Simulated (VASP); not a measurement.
# CdTe (F-43m) in VASP: notebook

Aim: see how the results for CdTe move with the level of theory and the settings. Levels: LDA, HSE06, PBE+D3(BJ). Tasks: relaxation of cell and atoms, single point.

All numbers are computed with VASP 6.6.1; they aren't measurements. Logs are shortened: lines on timing, memory, paths and dates and some standing lists are left out, and cuts for length are marked.

**What was measured.**

A printed reference work, data compilation reports, for a bulk crystal of CdTe at 0 K: band gap 1.607 eV.

The results are compared with them further down.

## 1. The cell of the first run

Symmetry: F-43m, No. 216, cubic system. The conventional cell has a = 6.410 Å, b = 6.410 Å, c = 6.410 Å, α = 90.00°, β = 90.00°, γ = 90.00°. Within 3.7 Å of Te (site symmetry -43m) lie 4 Cd at 2.78 Å. Cd (site symmetry -43m) has 4 Te at 2.78 Å within 3.7 Å.

## 2. Relaxation of cell and atoms, LDA, target pressure 20 GPa, at which the enthalpy is minimised

Input file INCAR:

```
PREC = Accurate
ENCUT = 600
EDIFF = 1E-6
ISMEAR = -1
SIGMA = 0.05
LREAL = False
LASPH = True
NELM = 60
ALGO = Normal
ISIF = 3
LWAVE = False
LCHARG = False
IBRION = 2
NSW = 80
EDIFFG = -0.02
PSTRESS = 200.0
```

Input file KPOINTS:

```
Automatic mesh
0
Gamma
  7 7 7
```

Input file POSCAR:

```
CdTe
1.0
    0.0000000000      3.2050000000      3.2050000000
    3.2050000000      0.0000000000      3.2050000000
    3.2050000000      3.2050000000      0.0000000000
Te Cd
1 1
Direct
    0.7500000000      0.7500000000      0.7500000000
    0.0000000000      0.0000000000      0.0000000000
```

Potentials or basis: VASP PAW LDA potentials, release 64 (Te, Cd).

Started as:

```
> cat potpaw_LDA.64/Te/POTCAR potpaw_LDA.64/Cd/POTCAR > POTCAR
> mpirun -np 1 vasp_std > vasp.out
```

OUTCAR:

```text
PREC = Accurate
   ENCUT = 600
   EDIFF = 1E-6
   ISMEAR = -1
   LREAL = False
   LASPH = True
   NELM = 60
   ISIF = 3
   IBRION = 2
   NSW = 80
   EDIFFG = -0.02
   PSTRESS = 200.0

 ion  position               nearest neighbor table
   1  0.750  0.750  0.750-   2 2.78   2 2.78   2 2.78   2 2.78
   2  0.000  0.000  0.000-   1 2.78   1 2.78   1 2.78   1 2.78

  LATTYP: Found a face centered cubic cell.
 ALAT       =     6.4100000000

  Lattice vectors:

 A1 = (   0.0000000000,   3.2050000000,   3.2050000000)
 A2 = (   3.2050000000,   0.0000000000,   3.2050000000)
 A3 = (   3.2050000000,   3.2050000000,   0.0000000000)

Analysis of symmetry for initial positions (statically):
=====================================================================
 Subroutine PRICEL returns:
 Original cell was already a primitive cell.

 Routine SETGRP: Setting up the symmetry group for a
 face centered cubic supercell.

 Subroutine GETGRP returns: Found 24 space group operations
 (whereof 24 operations were pure point group operations)
 out of a pool of 48 trial point group operations.

The static configuration has the point symmetry T_d .

Analysis of symmetry for dynamics (positions and initial velocities):
=====================================================================
 Subroutine PRICEL returns:
 Original cell was already a primitive cell.

 Routine SETGRP: Setting up the symmetry group for a
 face centered cubic supercell.

 Subroutine GETGRP returns: Found 24 space group operations
 (whereof 24 operations were pure point group operations)
 out of a pool of 48 trial point group operations.

The dynamic configuration has the point symmetry T_d .

 Subroutine INISYM returns: Found 24 space group operations
 (whereof 24 operations are pure point group operations),
 and found     1 'primitive' translations

----------------------------------------------------------------------------------------

                                     Primitive cell

  volume of cell :      65.8437

  direct lattice vectors                    reciprocal lattice vectors
     0.000000000  3.205000000  3.205000000    -0.156006240  0.156006240  0.156006240
     3.205000000  0.000000000  3.205000000     0.156006240 -0.156006240  0.156006240
     3.205000000  3.205000000  0.000000000     0.156006240  0.156006240 -0.156006240

  length of vectors
     4.532554467  4.532554467  4.532554467     0.270210734  0.270210734  0.270210734

  position of ions in fractional coordinates (direct lattice)
     0.750000000  0.750000000  0.750000000
     0.000000000  0.000000000  0.000000000

  ion indices of the primitive-cell ions
   primitive index   ion index
                 1           1
                 2           2

----------------------------------------------------------------------------------------

 KPOINTS: Automatic mesh

Automatic generation of k-mesh.
 Grid dimensions read from file:
 generate k-points for:    7    7    7

 Generating k-lattice:

  Cartesian coordinates                     Fractional coordinates (reciprocal lattice)
    -0.022286606  0.022286606  0.022286606     0.142857143  0.000000000  0.000000000
     0.022286606 -0.022286606  0.022286606     0.000000000  0.142857143  0.000000000
     0.022286606  0.022286606 -0.022286606     0.000000000  0.000000000  0.142857143

  Length of vectors
     0.038601533  0.038601533  0.038601533

  Shift w.r.t. Gamma in fractional coordinates (k-lattice)
     0.000000000  0.000000000  0.000000000

 Subroutine IBZKPT returns following result:
 ===========================================

 Found     20 irreducible k-points:

 Following reciprocal coordinates:
            Coordinates               Weight
  0.000000  0.000000  0.000000      1.000000
  0.142857  0.000000  0.000000      8.000000
  0.285714  0.000000  0.000000      8.000000
  0.428571  0.000000  0.000000      8.000000
  0.142857  0.142857  0.000000      6.000000
  0.285714  0.142857  0.000000     24.000000
[... 12 lines left out ...]
 -0.428571  0.428571  0.142857     24.000000
 -0.285714  0.428571  0.142857     24.000000
   k-points           NKPTS =     20   k-points in BZ     NKDIM =     20   number of bands    NBANDS=     13
   number of dos      NEDOS =    301   number of ions     NIONS =      2
   total plane-waves  NPLWV =  46656
   dimension x,y,z NGX =    36 NGY =   36 NGZ =   36
   dimension x,y,z NGXF=    72 NGYF=   72 NGZF=   72
   ions per type =               1   1
   NGX,Y,Z   is equivalent  to a cutoff of  13.20, 13.20, 13.20 a.u.
   NGXF,Y,Z  is equivalent  to a cutoff of  26.41, 26.41, 26.41 a.u.
 SYSTEM =  unknown system
   PREC   = accura    normal or accurate (medium, high low for compatibility)
   ISTART =      0    job   : 0-new  1-cont  2-samecut
   ICHARG =      2    charge: 1-file 2-atom 10-const
   ISPIN  =      1    spin polarized calculation?
   LNONCOLLINEAR =      F non collinear calculations
   LSORBIT =      F    spin-orbit coupling
   LASPH  =      T    aspherical Exc in radial PAW
   ENCUT  =  600.0 eV  44.10 Ry    6.64 a.u.   9.05  9.05  9.05*2*pi/ulx,y,z
   NELM   =     60;   NELMIN=  2; NELMDL= -5     # of ELM steps
   EDIFF  = 0.1E-05   stopping-criterion for ELM
   LREAL  =      F    real-space projection
   EDIFFG = -.2E-01   stopping-criterion for IOM
   NSW    =     80    number of steps for IOM
   IBRION =      2    ionic relax: 0-MD 1-quasi-New 2-CG
   NFREE  =      1    steps in history (QN), initial steepest desc. (CG)
   ISIF   =      3    stress and relaxation
   ISYM   =      2    0-nonsym 1-usesym 2-fastsym
   POTIM  = 0.5000    time-step for ionic-motion
   TEBEG  =    0.0;   TEEND  =   0.0 temperature during run
   PSTRESS=  200.0 pullay stress
   NELECT =      18.0000    total number of electrons
   NUPDOWN=      -1.0000    fix difference up-down
   EMIN   =  10.00;   EMAX   =-10.00  energy-range for DOS
   EFERMI =   0.00;   METHOD = LEGACY
   ISMEAR =    -1;   SIGMA  =   0.05  broadening in eV -4-tet -1-fermi 0-gaus
   EFERMI_NEDOS =   21; number of points for ismear=-14 and -15
   IALGO  =     38    algorithm
   IMIX   =      4    mixing-type and parameters
     AMIX     =   0.40;   BMIX     =  1.00
     AMIX_MAG =   1.60;   BMIX_MAG =  1.00
  volume/ion in A,a.u.               =      32.92       222.17
  Fermi-wavevector in a.u.,A,eV,Ry     =   1.062497  2.007828 15.359610  1.128899
  Thomas-Fermi vector in A             =   2.197950
   LORBIT       =      0    0 simple, 1 ext, 2 COOP (PROOUT), +10 PAW based schemes
   GGA     = CA    functional components
   LHFCALC =     F    Hartree Fock is set to
   AEXX    =    0.0000 exact exchange contribution
   IVDW    =     0    specifies the selected vdW correction
   LEPSILON=     F    determine dielectric tensor
   LRPA    =     F    only Hartree local field effects (RPA)
 conjugate gradient relaxation of ions
 non-spin polarized calculation
  energy-cutoff  :      600.00
  volume of cell :       65.84
 maximum number of plane-waves:      2213
   NGX = 19   NGY = 19   NGZ = 19

--------------------------------------- Ionic step        1  -------------------------------------------

 number of electron      17.9999995 magnetization

 Free energy of the ion-electron system (eV)
  ---------------------------------------------------
  ext. energy  EPLUGINS =         0.00000000
  ---------------------------------------------------
  free energy    TOTEN  =        -6.04883912 eV

  energy without entropy =       -6.04882690  energy(sigma->0) =       -6.04883301

 E-fermi :   2.8240     XC(G=0):  -9.0895

 val. band max:        2.4670253622   @ k =   0.0000   0.0000   0.0000
 cond. band min:       3.1196185741   @ k =   0.0000   0.0000   0.0000
 fundamental gap:      0.6525932119
 Fermi energy:         2.8240060868

 k-point     1 :       0.0000    0.0000    0.0000
  band No.  band energies     occupation
      1      -8.9683      2.00000
      2      -5.9467      2.00000
      3      -5.9467      2.00000
      4      -5.9467      2.00000
      5      -5.6573      2.00000
      6      -5.6573      2.00000
      7       2.4670      1.99842
      8       2.4670      1.99842
      9       2.4670      1.99842
     10       3.1196      0.00540
     11       6.9440      0.00000
     12       6.9440      0.00000
     13       6.9440      0.00000

 k-point     2 :       0.1429    0.0000    0.0000
  band No.  band energies     occupation
      1      -8.8862      2.00000
      2      -5.9309      2.00000
      3      -5.9309      2.00000
      4      -5.8859      2.00000
      5      -5.6587      2.00000
      6      -5.6587      2.00000
      7       0.9258      2.00000
      8       2.2761      1.99997
      9       2.2761      1.99997
     10       4.1453      0.00000
     11       6.9744      0.00000
     12       7.2232      0.00000
     13       7.2232      0.00000
[... 740 lines left out ...]
 VOLUME and BASIS-vectors are now :
 -----------------------------------------------------------------------------
  energy-cutoff  :      600.00
  volume of cell :       52.52
      direct lattice vectors                 reciprocal lattice vectors
    -0.000000000  2.972396043  2.972396043    -0.168214462  0.168214462  0.168214462
     2.972396043 -0.000000000  2.972396043     0.168214462 -0.168214462  0.168214462
     2.972396043  2.972396043 -0.000000000     0.168214462  0.168214462 -0.168214462

 POSITION                                       TOTAL-FORCE (eV/Angst)
 -----------------------------------------------------------------------------------
      4.45859      4.45859      4.45859        -0.000000     -0.000000     -0.000000
      2.97240      2.97240     -0.00000         0.000000      0.000000      0.000000
 -----------------------------------------------------------------------------------
    total drift:                               -0.000000     -0.000000     -0.000000

  FREE ENERGIE OF THE ION-ELECTRON SYSTEM (eV)
  ---------------------------------------------------
  free  energy   TOTEN  =        -5.4180737927 eV

  energy  without entropy=       -5.4180737759  energy(sigma->0) =       -5.41807378

  enthalpy is  TOTEN    =         1.1383864519 eV   P V=        6.5564602445

--------------------------------------- Ionic step        5  -------------------------------------------

 number of electron      18.0000000 magnetization

 Free energy of the ion-electron system (eV)
  ---------------------------------------------------
  ext. energy  EPLUGINS =         0.00000000
  ---------------------------------------------------
  free energy    TOTEN  =        -5.34375792 eV

  energy without entropy =       -5.34375791  energy(sigma->0) =       -5.34375792

 E-fermi :   5.8837     XC(G=0): -10.1635

 val. band max:        5.1522466071   @ k =   0.0000   0.0000   0.0000
 cond. band min:       6.5596019291   @ k =   0.0000   0.0000   0.0000
 fundamental gap:      1.4073553221
 Fermi energy:         5.8837059663

 k-point     1 :       0.0000    0.0000    0.0000
  band No.  band energies     occupation
      1      -8.0704      2.00000
      2      -4.5429      2.00000
      3      -4.5429      2.00000
      4      -4.5429      2.00000
      5      -4.0215      2.00000
      6      -4.0215      2.00000
      7       5.1522      2.00000
      8       5.1522      2.00000
      9       5.1522      2.00000
     10       6.5596      0.00000
     11       9.3218      0.00000
     12       9.3218      0.00000
     13       9.3218      0.00000

 k-point     2 :       0.1429    0.0000    0.0000
  band No.  band energies     occupation
      1      -7.9388      2.00000
      2      -4.5142      2.00000
      3      -4.5142      2.00000
      4      -4.4753      2.00000
      5      -4.0255      2.00000
      6      -4.0255      2.00000
      7       3.3212      2.00000
      8       4.8377      2.00000
      9       4.8377      2.00000
     10       7.3839      0.00000
     11       9.6865      0.00000
     12       9.7142      0.00000
     13       9.7142      0.00000
[... 299 lines left out ...]
 VOLUME and BASIS-vectors are now :
 -----------------------------------------------------------------------------
  energy-cutoff  :      600.00
  volume of cell :       51.91
      direct lattice vectors                 reciprocal lattice vectors
    -0.000000000  2.960704807  2.960704807    -0.168878707  0.168878707  0.168878707
     2.960704807 -0.000000000  2.960704807     0.168878707 -0.168878707  0.168878707
     2.960704807  2.960704807 -0.000000000     0.168878707  0.168878707 -0.168878707

 POSITION                                       TOTAL-FORCE (eV/Angst)
 -----------------------------------------------------------------------------------
      4.44106      4.44106      4.44106        -0.000000     -0.000000     -0.000000
      0.00000      0.00000      0.00000         0.000000      0.000000      0.000000
 -----------------------------------------------------------------------------------
    total drift:                               -0.000000     -0.000000     -0.000000

  FREE ENERGIE OF THE ION-ELECTRON SYSTEM (eV)
  ---------------------------------------------------
  free  energy   TOTEN  =        -5.3437579214 eV

  energy  without entropy=       -5.3437579095  energy(sigma->0) =       -5.34375792

  enthalpy is  TOTEN    =         1.1356412396 eV   P V=        6.4793991610

 reached required accuracy - stopping structural energy minimisation
```

Wall time 2.9 min (1 thread of AMD EPYC 7R13, shared host); peak memory 0.17 GiB.

What came out:

- Free energy: -5.3438 eV
- Relaxed volume: 25.95 Å³/atom
- Relaxed cell: a = 4.187 Å, b = 4.187 Å, c = 4.187 Å, α = 60.00°, β = 60.00°, γ = 60.00°
- Space group after relaxing (to 0.1 Å): F-43m (No. 216)
- Energy change on relaxing (the run minimises the enthalpy): +352.5 meV/atom
- Ionic steps: 5
- Pressure after relaxing: 20.0 GPa
- Band gap on the k mesh: 1.41 eV

Step by step:
| step | energy change (eV) | largest force (eV/Å) | pressure (GPa) | volume (Å³) |
| --- | --- | --- | --- | --- |
| 1 | 0.0000 | 0.0000 | 0.21 | 65.84 |
| 2 | 7.8212 | 0.0000 | 146.77 | 34.20 |
| 3 | 0.5281 | 0.0000 | 16.38 | 53.47 |
| 4 | 0.6308 | 0.0000 | 18.52 | 52.52 |
| 5 | 0.7051 | 0.0000 | 20.04 | 51.91 |

Final structure:
```xyz
2
Lattice="0.0000 2.9607 2.9607 2.9607 0.0000 2.9607 2.9607 2.9607 0.0000" Properties=species:S:1:pos:R:3 pbc="T T T"
Te    4.4411    4.4411    4.4411
Cd    0.0000    0.0000    0.0000
```

Levels at points of the mesh, in eV from the valence-band top:
```
           k point  band 6  band 7  band 8  band 9  band 10  band 11  band 12  band 13
(0.00, 0.00, 0.00)   -9.17    0.00    0.00    0.00     1.41     4.17     4.17     4.17
```

Caveat: the cell is relaxed towards a set pressure, so the run minimises the enthalpy, not the energy; the volume moved by over 15 % at a fixed basis, so the end points are rough; spin-orbit coupling is left out, which moves the levels of the heavy elements; an odd mesh through Γ misses points on the zone boundary, where band edges can lie. LDA usually gives volumes a few per cent too small.

## 3. Relaxation of cell and atoms, LDA, target pressure 30 GPa, at which the enthalpy is minimised

Input file INCAR:

```
SYSTEM = CdTe
ALGO = Normal ; EDIFF = 1E-7
EDIFFG = -0.02 ; ENCUT = 600
IBRION = 2 ; ISIF = 3
ISMEAR = -1 ; LASPH = .True.
LCHARG = .False. ; LREAL = .False.
LWAVE = .False. ; NELM = 100
NSW = 80 ; PREC = Accurate
PSTRESS = 300.0 ; SIGMA = 0.05
```

Input file KPOINTS:

```
k-points
0
Gamma
  7 7 7
  0 0 0
```

POSCAR is that of step 2.

Potentials or basis: VASP PAW LDA potentials, release 64 (Te, Cd).

Started as:

```
> cat potpaw_LDA.64/Te/POTCAR potpaw_LDA.64/Cd/POTCAR > POTCAR
> mpirun -np 1 vasp_std > vasp.out
```

Wall time 5.9 min (1 thread of AMD EPYC 7R13, shared host); peak memory 0.18 GiB.

Results (log left out):

```
Free energy                                                : -4.8285 eV
Relaxed volume                                             : 24.28 Å³/atom
Relaxed cell                                               : a = 4.095 Å, b = 4.095 Å, c = 4.095 Å, α = 60.00°, β = 60.00°, γ = 60.00°
Space group after relaxing (to 0.1 Å)                      : F-43m (No. 216)
Energy change on relaxing (the run minimises the enthalpy) : +610.2 meV/atom
Ionic steps                                                : 16
Pressure after relaxing                                    : 29.9 GPa
Band gap on the k mesh                                     : 1.54 eV (least direct gap 1.61 eV)
```

The path:
| step | energy change (eV) | largest force (eV/Å) | pressure (GPa) | volume (Å³) |
| --- | --- | --- | --- | --- |
| 1 | 0.0000 | 0.0000 | 0.20 | 65.84 |
| 2 | 29.2743 | 0.0000 | 576.18 | 23.03 |
| 3 | 0.6416 | 0.0000 | 18.77 | 52.43 |
| 4 | 0.8589 | 0.0000 | 23.09 | 50.76 |
| 5 | 1.2455 | 0.0000 | 30.41 | 48.43 |
| 6 | 1.1870 | 0.0000 | 29.32 | 48.75 |
| 7 | 1.1889 | 0.0000 | 29.36 | 48.74 |
| 8 | 1.1948 | 0.0000 | 29.46 | 48.71 |
| 9 | 1.1948 | 0.0000 | 29.46 | 48.71 |
| 10 | 1.1950 | 0.0000 | 29.46 | 48.70 |
| 11 | 1.1954 | 0.0000 | 29.48 | 48.70 |
| 12 | 1.1962 | 0.0000 | 29.49 | 48.70 |
| 13 | 1.1978 | 0.0000 | 29.52 | 48.69 |
| 14 | 1.2010 | 0.0000 | 29.58 | 48.67 |
| 15 | 1.2074 | 0.0000 | 29.70 | 48.64 |
| 16 | 1.2203 | 0.0000 | 29.93 | 48.57 |

Final structure:
```yaml
crystal:
  lattice:
    - [0.00000, 2.89583, 2.89583]
    - [2.89583, 0.00000, 2.89583]
    - [2.89583, 2.89583, 0.00000]
  atoms:
    - { symbol: Te, position: [0.75000, 0.75000, 0.75000] }
    - { symbol: Cd, position: [0.00000, 0.00000, 0.00000] }
```

Levels at points of the mesh, in eV from the valence-band top:
| k point | band 7 | band 8 | band 9 | band 10 | band 11 | band 12 |
| --- | --- | --- | --- | --- | --- | --- |
| (0.00, 0.00, 0.00) | 0.00 | 0.00 | 0.00 | 1.61 | 4.04 | 4.04 |

Caveat: the cell is relaxed towards a set pressure, so the run minimises the enthalpy, not the energy; the volume moved by over 15 % at a fixed basis, so the end points are rough; spin-orbit coupling is left out, which moves the levels of the heavy elements; an odd mesh through Γ misses points on the zone boundary, where band edges can lie.

## 4. Single point, HSE06

This run uses another cell than the first one, of 35.50 Å³/atom.

Input file POSCAR:

```
CdTe
1.0
    0.0000000000      3.2865738268      3.2865738268
    3.2865738268      0.0000000000      3.2865738268
    3.2865738268      3.2865738268      0.0000000000
Te Cd
1 1
Direct
    0.7500000000      0.7500000000      0.7500000000
    0.0000000000      0.0000000000      0.0000000000
```

Input file INCAR.step1:

```
PREC = Accurate ; ENCUT = 520
EDIFF = 1E-5 ; ISMEAR = -1
SIGMA = 0.05 ; LREAL = False
LASPH = True ; NELM = 60
ALGO = Normal ; ISIF = 2
LWAVE = True ; LCHARG = False
GGA = PE ; NBANDS = 16
```

Input file INCAR.step2:

```
PREC = Accurate ; ENCUT = 520
EDIFF = 1E-7 ; ISMEAR = -1
SIGMA = 0.05 ; LREAL = False
LASPH = True ; NELM = 60
ALGO = Normal ; ISIF = 2
LWAVE = False ; LCHARG = False
GGA = PE ; LHFCALC = True
HFSCREEN = 0.2079 ; PRECFOCK = Normal
ISTART = 1 ; NBANDS = 16
```

Input file KPOINTS:

```
regular mesh
0
Gamma
  4 4 4
```

Potentials or basis: VASP PAW PBE potentials, release 64 (Te, Cd).

Started as:

```
> cat potpaw_PBE.64/Te/POTCAR potpaw_PBE.64/Cd/POTCAR > POTCAR
> cp INCAR.step1 INCAR
> mpirun -np 1 vasp_std > vasp.out
> cp INCAR.step2 INCAR
> mpirun -np 1 vasp_std > vasp.out
```

It took 27 min on 1 thread of Intel Xeon 8259CL, shared host; peak memory 0.32 GiB.

It converged, with:

* Free energy: -5.9945 eV
* Pressure: 0.0 GPa
* Band gap on the k mesh: 1.42 eV

Levels at points of the mesh, in eV from the valence-band top:
| k point | band 5 | band 6 | band 7 | band 8 | band 9 | band 10 | band 11 | band 12 | band 13 | band 14 |
| --- | --- | --- | --- | --- | --- | --- | --- | --- | --- | --- |
| (0.00, 0.00, 0.00) | -9.25 | -9.25 | 0.00 | 0.00 | 0.00 | 1.42 | 5.49 | 5.49 | 5.49 | 8.43 |
| (0.50, 0.00, 0.00) | -9.24 | -8.83 | -4.48 | -0.76 | -0.76 | 2.57 | 6.06 | 6.06 | 7.93 | 9.57 |
| (0.50, 0.50, 0.00) | -9.22 | -8.66 | -4.38 | -1.85 | -1.85 | 3.36 | 3.47 | 9.73 | 10.14 | 10.14 |

Caveat: the PAW data sets were made with another functional, which shifts forces and pressure a little; spin-orbit coupling is left out, which moves the levels of the heavy elements.

[end of part 1 of 2]
